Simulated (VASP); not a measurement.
# BN (Fmm2) in VASP: a series of runs

The runs below take BN through single point, with PBE.

Program: VASP 6.6.1. These are calculated values, not measurements. Logs are shortened: lines on timing, memory, paths and dates and some standing lists are left out, and cuts for length are marked.

## Step 1: Starting point

It takes space group Fmm2 (No. 42, orthorhombic). The conventional cell has a = 2.503 Å, b = 6.991 Å, c = 4.332 Å, α = 90.00°, β = 90.00°, γ = 90.00°. Around N (site symmetry mm2) lie 3 B at 1.44 Å. Around B (site symmetry mm2) lie 3 N at 1.44 Å.

Measurements of this composition are mostly on another form, of space group No. 194.

## Step 2: Single point, PBE

INCAR

```
PREC = Accurate
ENCUT = 460
EDIFF = 1E-5
ISMEAR = 0
SIGMA = 0.05
LREAL = False
LASPH = True
NELM = 100
ALGO = Normal
ISIF = 2
LWAVE = False
LCHARG = False
GGA = PE
ADDGRID = False
```

KPOINTS

```
regular mesh
0
Gamma
  6 6 6
```

POSCAR

```
BN
1.0
    0.0000000000      3.4953158300      2.1660912400
    1.2516321000      0.0000000000      2.1660912400
    1.2516321000      3.4953158300      0.0000000000
N B
1 1
Direct
    0.6643870000      0.6373240000      0.3259630000
   -0.0156690000     -0.0240960000      1.0349220000
```

Potentials or basis: VASP PAW PBE potentials, release 64 (N_s, B_s).

Started as:

```console
$ cat potpaw_PBE.64/N_s/POTCAR potpaw_PBE.64/B_s/POTCAR > POTCAR
$ mpirun -np 1 vasp_std > vasp.out
```

OUTCAR:

```text
PREC = Accurate
   ENCUT = 460
   EDIFF = 1E-5
   ISMEAR = 0
   LREAL = False
   LASPH = True
   NELM = 100
   ISIF = 2
   GGA = PE

 Found    112 irreducible k-points:

 Following reciprocal coordinates:
            Coordinates               Weight
  0.000000  0.000000  0.000000      1.000000
  0.166667  0.000000 -0.000000      2.000000
 -0.166667 -0.166667 -0.166667      2.000000
  0.000000  0.166667  0.000000      2.000000
 -0.000000  0.000000  0.166667      2.000000
  0.333333  0.000000  0.000000      2.000000
   k-points           NKPTS =    112   k-points in BZ     NKDIM =    112   number of bands    NBANDS=      8
   number of dos      NEDOS =    301   number of ions     NIONS =      2
   total plane-waves  NPLWV =  15120
   dimension x,y,z NGX =    30 NGY =   18 NGZ =   28
   dimension x,y,z NGXF=    60 NGYF=   36 NGZF=   56
   ions per type =               1   1
   NGX,Y,Z   is equivalent  to a cutoff of  12.13, 11.96, 12.54 a.u.
   NGXF,Y,Z  is equivalent  to a cutoff of  24.26, 23.92, 25.08 a.u.
 SYSTEM =  unknown system
   PREC   = accura    normal or accurate (medium, high low for compatibility)
   ISTART =      0    job   : 0-new  1-cont  2-samecut
   ICHARG =      2    charge: 1-file 2-atom 10-const
   ISPIN  =      1    spin polarized calculation?
   LNONCOLLINEAR =      F non collinear calculations
   LSORBIT =      F    spin-orbit coupling
   LASPH  =      T    aspherical Exc in radial PAW
   ENCUT  =  460.0 eV  33.81 Ry    5.81 a.u.   7.19  4.37  6.49*2*pi/ulx,y,z
   NELM   =    100;   NELMIN=  2; NELMDL= -5     # of ELM steps
   EDIFF  = 0.1E-04   stopping-criterion for ELM
   LREAL  =      F    real-space projection
   EDIFFG = 0.1E-03   stopping-criterion for IOM
   NSW    =      0    number of steps for IOM
   IBRION =     -1    ionic relax: 0-MD 1-quasi-New 2-CG
   NFREE  =      0    steps in history (QN), initial steepest desc. (CG)
   ISIF   =      2    stress and relaxation
   ISYM   =      2    0-nonsym 1-usesym 2-fastsym
   POTIM  = 0.5000    time-step for ionic-motion
   TEBEG  =    0.0;   TEEND  =   0.0 temperature during run
   PSTRESS=    0.0 pullay stress
   NELECT =       8.0000    total number of electrons
   NUPDOWN=      -1.0000    fix difference up-down
   EMIN   =  10.00;   EMAX   =-10.00  energy-range for DOS
   EFERMI =   0.00;   METHOD = LEGACY
   ISMEAR =     0;   SIGMA  =   0.05  broadening in eV -4-tet -1-fermi 0-gaus
   EFERMI_NEDOS =   21; number of points for ismear=-14 and -15
   IALGO  =     38    algorithm
   IMIX   =      4    mixing-type and parameters
     AMIX     =   0.40;   BMIX     =  1.00
     AMIX_MAG =   1.60;   BMIX_MAG =  1.00
  volume/ion in A,a.u.               =       9.48        63.95
  Fermi-wavevector in a.u.,A,eV,Ry     =   1.228047  2.320672 20.518928  1.508099
  Thomas-Fermi vector in A             =   2.362987
   LORBIT       =      0    0 simple, 1 ext, 2 COOP (PROOUT), +10 PAW based schemes
   GGA     = PE    functional components
   LHFCALC =     F    Hartree Fock is set to
   AEXX    =    0.0000 exact exchange contribution
   IVDW    =     0    specifies the selected vdW correction
   LEPSILON=     F    determine dielectric tensor
   LRPA    =     F    only Hartree local field effects (RPA)
 non-spin polarized calculation
 Gauss-broadening in eV      SIGMA  =   0.05
  energy-cutoff  :      460.00
  volume of cell :       18.95
 maximum number of plane-waves:       448
 NGX is ok and might be reduce to    30
   NGX = 15   NGY =  9   NGZ = 13

 number of electron       8.0000000 magnetization

 Free energy of the ion-electron system (eV)
  ---------------------------------------------------
  ext. energy  EPLUGINS =         0.00000000
  ---------------------------------------------------
  free energy    TOTEN  =       -17.41251960 eV

  energy without entropy =      -17.41251960  energy(sigma->0) =      -17.41251960

 E-fermi :   3.3357     XC(G=0):  -9.7091

 val. band max:        3.1048472451   @ k =   0.5000  -0.3333   0.1667
 cond. band min:       6.8178091180   @ k =   0.0000   0.5000   0.5000
 fundamental gap:      3.7129618729
 Fermi energy:         3.3356711525

 k-point     1 :       0.0000    0.0000    0.0000
  band No.  band energies     occupation
      1     -14.7155      2.00000
      2      -1.3132      2.00000
      3       1.0783      2.00000
      4       2.5155      2.00000
      5       7.8407      0.00000
      6      13.7555      0.00000
      7      15.6517      0.00000
      8      16.2081      0.00000

 k-point     2 :       0.1667    0.0000   -0.0000
  band No.  band energies     occupation
      1     -14.1586      2.00000
      2      -0.8018      2.00000
      3       0.1667      2.00000
      4       0.4372      2.00000
      5       8.9836      0.00000
      6      13.8822      0.00000
      7      14.7629      0.00000
      8      17.6911      0.00000

 k-point     3 :      -0.1667   -0.1667   -0.1667
  band No.  band energies     occupation
      1     -14.1763      2.00000
      2      -0.8283      2.00000
      3      -0.5724      2.00000
      4       1.3996      2.00000
      5       8.9378      0.00000
      6      14.1153      0.00000
      7      14.7815      0.00000
      8      16.6457      0.00000

 k-point     4 :       0.0000    0.1667    0.0000
  band No.  band energies     occupation
      1     -14.1764      2.00000
      2      -0.8400      2.00000
      3      -0.5574      2.00000
      4       1.3986      2.00000
      5       8.9242      0.00000
      6      14.2179      0.00000
      7      14.6764      0.00000
      8      16.6414      0.00000

 k-point     5 :      -0.0000    0.0000    0.1667
  band No.  band energies     occupation
      1     -14.1586      2.00000
      2      -0.8099      2.00000
      3       0.1763      2.00000
      4       0.4427      2.00000
      5       8.9449      0.00000
      6      13.9041      0.00000
      7      14.7582      0.00000
      8      17.6921      0.00000

 k-point     6 :       0.3333    0.0000    0.0000
  band No.  band energies     occupation
      1     -12.6606      2.00000
      2      -3.5610      2.00000
      3      -0.8858      2.00000
      4       0.6532      2.00000
      5      10.2915      0.00000
      6      12.0912      0.00000
      7      14.4805      0.00000
      8      20.6679      0.00000

 [... further k-points ...]
[... 5 lines left out ...]
  --------------------------------------------------------------------------------------
  -------------------------------------------------------------------------------------
  Total        0.6509307      0.0117989      1.0197636     -0.2395374      0.0399099      0.7793384
  in kB       55.0269565      0.9974334     86.2065454    -20.2494903      3.3738187     65.8820070
  external PRESSURE =      47.4103117 kB  Pullay stress =       0.0000000 kB

 VOLUME and BASIS-vectors are now :
 -----------------------------------------------------------------------------
  energy-cutoff  :      460.00
  volume of cell :       18.95
      direct lattice vectors                 reciprocal lattice vectors
     0.000000000  3.495315830  2.166091240    -0.399478409  0.143048590  0.230830535
     1.251632100  0.000000000  2.166091240     0.399478409 -0.143048590  0.230830535
     1.251632100  3.495315830  0.000000000     0.399478409  0.143048590 -0.230830535

 POSITION                                       TOTAL-FORCE (eV/Angst)
 -----------------------------------------------------------------------------------
      1.20568      3.46159      2.81962         2.373640      1.282758     -0.544601
      1.26518      3.56261      4.24605        -2.373640     -1.282758      0.544601
 -----------------------------------------------------------------------------------
    total drift:                               -0.000027     -0.000076     -0.000018

  FREE ENERGIE OF THE ION-ELECTRON SYSTEM (eV)
  ---------------------------------------------------
  free  energy   TOTEN  =       -17.4125196033 eV

  energy  without entropy=      -17.4125196033  energy(sigma->0) =      -17.41251960
```

It took 9 s on 1 thread of Intel Xeon 6975P-C (Granite Rapids), shared host; peak memory 0.14 GiB.

The run converged, but some of its settings lie outside the range that counts as converged, so its numbers aren't taken as properties of the crystal.

Results:

```
Free energy            : -17.4125 eV
Pressure               : 4.7 GPa
Largest force          : 2.752 eV/Å
Band gap on the k mesh : 3.71 eV, indirect (least direct gap 4.54 eV)
```

Caveat: the k mesh is coarse (spacing up to 0.51 Å⁻¹), so the values aren't converged.

## Step 3: Single point, PBE

INCAR, as its differences from that of step 2:

```diff
@@ -2,3 +2,3 @@
 ENCUT = 460
-EDIFF = 1E-5
+EDIFF = 1E-6
 ISMEAR = 0
```

KPOINTS is that of step 2.

POSCAR

```
BN
1.0
    0.0000000000      3.4953158300      2.1660912400
    1.2516321000      0.0000000000      2.1660912400
    1.2516321000      3.4953158300      0.0000000000
N B
1 1
Direct
    0.6666513400      0.6666513400      0.3333486600
    0.0000486500      0.0000486500      0.9999513500
```

Potentials or basis: VASP PAW PBE potentials, release 64 (N_s, B_s).

Started as:

```console
$ cat potpaw_PBE.64/N_s/POTCAR potpaw_PBE.64/B_s/POTCAR > POTCAR
$ mpirun -np 1 vasp_std > vasp.out
```

It took 4.6 s on 1 thread of Intel Xeon 6975P-C (Granite Rapids), shared host; peak memory 0.13 GiB.

These settings aren't checked as converged: the numbers below hold their error.

What came out:

- Free energy: -17.5566 eV
- Pressure: 4.0 GPa
- Largest force: 0.010 eV/Å
- Band gap on the k mesh: 3.85 eV, indirect (least direct gap 4.56 eV)

Caveat: the k mesh is coarse (spacing up to 0.51 Å⁻¹), so the values aren't converged.

## Step 4: Single point, PBE

INCAR is that of step 3.

KPOINTS is that of step 3.

POSCAR

```
BN
1.0
    0.0000000000      3.4953158300      2.1660912400
    1.2516321000      0.0000000000      2.1660912400
    1.2516321000      3.4953158300      0.0000000000
N B
1 1
Direct
    0.6643870000      0.6373240000      0.3259630000
   -0.0156690000     -0.0240960000      1.0349220000
```

Started as:

```console
$ cat potpaw_PBE.64/N_s/POTCAR potpaw_PBE.64/B_s/POTCAR > POTCAR
$ mpirun -np 1 vasp_std > vasp.out
```

Run time: 9.4 s. Hardware: 1 thread of Intel Xeon 6975P-C (Granite Rapids), shared host; peak memory 0.14 GiB.

The run converged, but some of its settings lie outside the range that counts as converged, so its numbers aren't taken as properties of the crystal.

What came out:

```
Free energy            : -17.4125 eV
Pressure               : 4.7 GPa
Largest force          : 2.753 eV/Å
Band gap on the k mesh : 3.71 eV, indirect (least direct gap 4.54 eV)
```

Caveat: the k mesh is coarse (spacing up to 0.51 Å⁻¹), so the values aren't converged.

## Step 5: Single point, PBE

INCAR, as its differences from that of step 4:

```diff
@@ -2,3 +2,3 @@
 ENCUT = 460
-EDIFF = 1E-6
+EDIFF = 1E-7
 ISMEAR = 0
@@ -13,2 +13,2 @@
 GGA = PE
-ADDGRID = False
+ADDGRID = True
```

KPOINTS is that of step 4.

POSCAR

```
BN
1.0
    0.0000000000      3.4953158300      2.1660912400
    1.2516321000      0.0000000000      2.1660912400
    1.2516321000      3.4953158300      0.0000000000
N B
1 1
Direct
    0.6666513400      0.6666513400      0.3333486600
    0.0000486500      0.0000486500      0.9999513500
```

Started as:

```console
$ cat potpaw_PBE.64/N_s/POTCAR potpaw_PBE.64/B_s/POTCAR > POTCAR
$ mpirun -np 1 vasp_std > vasp.out
```

Run time: 5.7 s. Hardware: 1 thread of Intel Xeon 6975P-C (Granite Rapids), shared host; peak memory 0.17 GiB.

These settings aren't checked as converged: the numbers below hold their error.

What came out:

```
Free energy            : -17.5566 eV
Pressure               : 4.0 GPa
Largest force          : 0.010 eV/Å
Band gap on the k mesh : 3.85 eV, indirect (least direct gap 4.56 eV)
```

Caveat: the k mesh is coarse (spacing up to 0.51 Å⁻¹), so the values aren't converged.

## Step 6: Single point, PBE

INCAR is that of step 5.

KPOINTS is that of step 5.

POSCAR

```
BN
1.0
    0.0000000000      3.4953158300      2.1660912400
    1.2516321000      0.0000000000      2.1660912400
    1.2516321000      3.4953158300      0.0000000000
N B
1 1
Direct
    0.6643870000      0.6373240000      0.3259630000
   -0.0156690000     -0.0240960000      1.0349220000
```

Potentials or basis: VASP PAW PBE potentials, release 64 (N_s, B_s).

Started as:

```console
$ cat potpaw_PBE.64/N_s/POTCAR potpaw_PBE.64/B_s/POTCAR > POTCAR
$ mpirun -np 1 vasp_std > vasp.out
```

It took 11 s on 1 thread of Intel Xeon 6975P-C (Granite Rapids), shared host; peak memory 0.18 GiB.

The run converged, but some of its settings lie outside the range that counts as converged, so its numbers aren't taken as properties of the crystal.

What came out:

```
Free energy            : -17.4125 eV
Pressure               : 4.7 GPa
Largest force          : 2.752 eV/Å
Band gap on the k mesh : 3.71 eV, indirect (least direct gap 4.54 eV)
```

Caveat: the k mesh is coarse (spacing up to 0.51 Å⁻¹), so the values aren't converged.

## Step 7: The reference run

An earlier run on the cell as given: functional PBE; potentials or basis VASP PAW PBE potentials, release 64 (N, B); cutoff 520 eV; k mesh 13 × 13 × 13; occupations fermi-dirac, width 0.05 eV; no spin polarisation.

- Pressure: 3.3 GPa
- Largest force: 0.010 eV/Å
- Band gap on the k mesh: 3.90 eV, indirect (least direct gap 4.65 eV)
